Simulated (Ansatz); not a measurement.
Recipe of this trial structure of Ge: 5-, 6-connected net of one element (P4/mbm, No. 127). Its size is a rough estimate.

```
Ge
1.0
     6.32152    0.00000    0.00000
     0.00000    6.32152    0.00000
     0.00000    0.00000    2.50540
Ge
6
Direct
  0.50000 0.50000 0.00000
  0.00000 0.00000 0.00000
  0.86318 0.63682 0.00000
  0.13682 0.36318 0.00000
  0.63682 0.13682 0.00000
  0.36318 0.86318 0.00000
```

Level of theory: Ansatz 0.2.0, DFT PBE, scalar-relativistic, plane waves, PAW. Cutoff 420 eV, Gaussian smearing, Γ-centred meshes. Cell and atoms relax first on a coarse mesh and then on a finer one. In between, the cell is made exact in the group found at 0.06 Å. In metals the finer mesh still leaves noise of several meV/atom or more. The steps can't lower the symmetry of their start. No spin polarisation.

A guess keeps its type if space group and coordination stay and the shape of the cell changes little (axis ratios within about 15 %, angles within 6°); the volume may change.

Task: Does this structure survive the relaxation?

Result: It keeps its type. The symmetry stays P4/mbm (No. 127). The volume per atom grows by 25.8 %, from 16.7 to 21.0 Å³. The shortest distance goes from 2.45 Å (Ge–Ge) to 2.58 Å (Ge–Ge). The ratio c/a of the conventional cell changes by a factor of 1.00. Counting neighbours within 15 % of an atom's shortest distance, the start has Ge 5/6 and the end Ge 5/6.

The last run used a 6×6×14 mesh (in the run's order of axes) for its 6-atom cell and Gaussian smearing of 0.10 eV. A structure relaxed within its symmetry needn't be a true minimum.

In counts of neighbours, a slash parts the counts of unlike sites.
